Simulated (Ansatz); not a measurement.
**Pd under changes of volume**

One of the cells (14.750 Å³/atom); the others are scaled copies at fixed shape and fractional positions:

```
Pd
1.0
     0.00000    1.94650    1.94650
     1.94650    0.00000    1.94650
     1.94650    1.94650    0.00000
Pd
1
Direct
  0.00000 0.00000 0.00000
```

- Program: Ansatz 0.2.0
- Functional: PBE
- Potentials or basis: JTH PAW
- Cutoff: 1110 eV (not typed: the program's choice for these potentials)
- k mesh: 12 × 12 × 12
- Occupations: fermi-dirac, width 0.05 eV
- Spin: no spin polarisation

```tsv
volume (Å³/atom)	energy over the lowest point (meV/atom)	pressure (GPa)
13.865	83.88	21.3
14.160	50.11	15.8
14.455	25.88	10.9
14.750	?	?
15.045	1.71	2.8
15.340	0.00	-0.6
15.635	4.16	-3.6
```

What does the run at 14.750 Å³/atom give?

Energy over the lowest point 10.06 meV/atom; pressure 6.6 GPa.

Worked out: A Birch-Murnaghan fit of order 3 (a polynomial in V^(-2/3)) to the other rows has its minimum at 15.27 Å³/atom with B0 = V·E''(V) = 170 GPa and B' = 5.2. It gives 10.06 meV/atom at 14.750 Å³/atom, against the run's 10.06, and -dE/dV = 6.5 GPa, against 6.6.

Energies are extrapolated to zero smearing.
